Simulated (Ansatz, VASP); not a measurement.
# TePb: VASP beside Ansatz

```
Pb Te
1.0
     0.00000    3.23100    3.23100
     3.23100    0.00000    3.23100
     3.23100    3.23100    0.00000
Pb Te
1 1
Direct
  0.00000 0.00000 0.00000
  0.50000 0.50000 0.50000
```

Alike in both runs: task single point; functional PBE; k mesh 7 × 7 × 7; occupations gaussian, width 0.019 eV; no spin polarisation.

|  | VASP | Ansatz |
| --- | --- | --- |
| version | VASP 6.6.1 | Ansatz 0.2.0 |
| potentials or method | VASP PAW PBE potentials, release 64 (Pb_d, Te) | Ansatz PAW |
| plane-wave cutoff (eV) | 520 | 420 |
| valence electrons in the cell | 20 | 30 |

```csv
,VASP,Ansatz,Ansatz less VASP
gap on the k mesh at the Fermi level (eV),1.01,1.01,-0.003
least direct gap on the mesh (eV),1.01,1.01,-0.003
pressure (GPa),2.1,2.1,+0.04
```

The two sets of potentials don't hold the same shells in valence.

The runs have no spin-orbit coupling, so splittings on Pb, Te are missing.
